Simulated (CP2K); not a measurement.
Crystal: Ti.

```xyz
2
Lattice="2.9500 0.0000 0.0000 -1.4750 2.5548 0.0000 0.0000 0.0000 4.6800" Properties=species:S:1:pos:R:3 pbc="T T T"
Ti    1.4750    0.8516    3.5100
Ti    0.0000    1.7032    1.1700
```

Program: CP2K 2026.2. Alike in all runs: task band structure; no spin polarisation; cell as given; k mesh 10 × 10 × 6.

Q: Order these runs on this cell by their pressure, lowest first.
A. level LDA; potentials or basis GTH_POTENTIALS Ti GTH-PADE-q12; TZVP-MOLOPT-PBE-GTH basis; smearing fermi-dirac 0.05 eV; EPS_DEFAULT 1.0E-10; NGRIDS 5; basis sets Ti TZVP-MOLOPT-PBE-GTH-q12; potentials Ti GTH-PADE-q12 of GTH_POTENTIALS; points a segment of the path (NPOINTS) 6
B. level r2SCAN; potentials or basis POTENTIAL_UZH Ti GTH-SCAN-q12; TZVP-MOLOPT-SCAN-GTH basis; smearing fermi-dirac 0.0259 eV; EPS_DEFAULT 1.0E-9; NGRIDS 4; basis sets Ti TZVP-MOLOPT-SCAN-GTH-q12; potentials Ti GTH-SCAN-q12 of POTENTIAL_UZH; points a segment of the path (NPOINTS) 10
C. level PBEsol; potentials or basis POTENTIAL_UZH Ti GTH-PBE-q12; TZVP-MOLOPT-PBE-GTH basis; smearing fermi-dirac 0.05 eV; EPS_DEFAULT 1.0E-9; NGRIDS 4; basis sets Ti TZVP-MOLOPT-PBE-GTH-q12; potentials Ti GTH-PBE-q12 of POTENTIAL_UZH; points a segment of the path (NPOINTS) 6

A: A (-9.5 GPa), C (-5.5 GPa), B (-1.6 GPa).

Caveats: the basis of atomic orbitals isn't converged, which shifts pressures, moduli and gaps; the potentials were made for another functional, which shifts forces and pressure (some runs).

Not every run made on this cell is shown here.
